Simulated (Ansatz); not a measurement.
NaF in the zincblende structure was relaxed with 5 functionals in the plane-wave code Ansatz, cell and atoms free, the symmetry of the start kept (meshes: PBE 8×8×8, r2SCAN 8×8×8, PBEsol 8×8×8, LDA 8×8×8, HSE06 6×6×6). Simulation only: spin-unpolarised, and no claim that this is the phase found in nature.

The LDA result:
```cif
data_structure
_symmetry_space_group_name_H-M 'F-43m'
_symmetry_Int_Tables_number 216
_cell_length_a 4.9628
_cell_length_b 4.9628
_cell_length_c 4.9628
_cell_angle_alpha 90.000
_cell_angle_beta 90.000
_cell_angle_gamma 90.000
_cell_volume 122.23
loop_
_atom_site_label
_atom_site_type_symbol
_atom_site_symmetry_multiplicity
_atom_site_Wyckoff_symbol
_atom_site_fract_x
_atom_site_fract_y
_atom_site_fract_z
_atom_site_occupancy
Na1 Na 4 a 0.00000 0.00000 0.00000 1
F1 F 4 d 0.25000 0.25000 0.75000 1
```

The symmetry is F-43m (No. 216, cubic); a = 4.963 Å in the conventional setting, 15.28 Å³ an atom. Na has 4 F at 2.15 Å; F has 4 Na at 2.15 Å.

Task: How does the cell change with HSE06?

Result: a = 5.096 Å; the volume differs by +8.3 % from LDA's. Na is surrounded by 4 F at 2.21 Å; F is surrounded by 4 Na at 2.21 Å.

Task: How does the cell change with PBEsol?

Result: a = 5.091 Å; the volume differs by +8.0 % from LDA's. Na is surrounded by 4 F at 2.20 Å; F is surrounded by 4 Na at 2.20 Å.

Task: Held at the r2SCAN cell, what mean stress does LDA find, and does its sign point to its own minimum?

Result: Yes. LDA -2.21 GPa, and its relaxed volume is -5.8 % from r2SCAN's. Compression counts positive, so a positive stress asks for a larger cell.
